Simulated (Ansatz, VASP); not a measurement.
**Two plane-wave programs on ZnS (Wurtzite-2H)**

File INCAR:

```
ALGO = Normal
EDIFF = 1E-6
ENCUT = 520
GGA = PE
ISIF = 2
ISMEAR = -1
LASPH = T
LCHARG = F
LREAL = F
LWAVE = F
NBANDS = 26
NELM = 80
PREC = Accurate
SIGMA = 0.05
```

Contents of KPOINTS:

```
k-points
0
Gamma
  6 6 4
```

File POSCAR:

```
ZnS
1.0
    3.8491100000      0.0000000000      0.0000000000
   -1.9245550000      3.3334272300      0.0000000000
    0.0000000000      0.0000000000      6.1111655720
Zn S
2 2
Direct
    0.3333333333      0.6666666667      0.0000000000
    0.6666666667      0.3333333333      0.5000000000
    0.3333333333      0.6666666667      0.3850000000
    0.6666666667      0.3333333333      0.8850000000
```

Input for Ansatz:

```yaml
crystal:
  lattice:
    - [3.84911, 0.0, 0.0]
    - [-1.924555, 3.33342723, 0.0]
    - [0.0, 0.0, 6.1111655720027445]
  atoms:
    - { symbol: Zn, position: [0.3333333333333333, 0.6666666666666666, 0.0] }
    - { symbol: Zn, position: [0.6666666666666666, 0.3333333333333333, 0.5] }
    - { symbol: S, position: [0.3333333333333333, 0.6666666666666666, 0.385] }
    - { symbol: S, position: [0.6666666666666666, 0.3333333333333333, 0.885] }
basis:
  ecutwfc: 520.0
kpoints:
  mp_grid:
    grid: [6, 6, 4]
hamiltonian:
  xc: pbe
  pseudopotentials:
    kind: paw
scf:
  convergence:
    dr2_threshold: 1.0e-10
  occupations:
    method: fermi_dirac
    width: 0.05
output:
  stress: true
```

Alike in both runs: task single point; functional PBE; k mesh 6 × 6 × 4; occupations fermi-dirac, width 0.05 eV; no spin polarisation.

```csv
,VASP,Ansatz
version,VASP 6.6.1,Ansatz 0.2.0
potentials or method,"VASP PAW PBE potentials, release 64 (Zn, S)","plane waves, PAW"
plane-wave cutoff (eV),520,520
valence electrons in the cell,36,36
```

VASP gave:

| Item | Value |
| --- | --- |
| pressure (GPa) | 2.4 |
| largest component of the traceless stress (GPa) | 1.29 |

**Question.** Which values does Ansatz return?

**Answer.** Pressure (GPa): 2.2; largest component of the traceless stress (GPa): 1.30.

The functional is the same, so the differences come from potentials, cutoffs and numerics. Ansatz warned: «structure_snapped_to_symmetry».
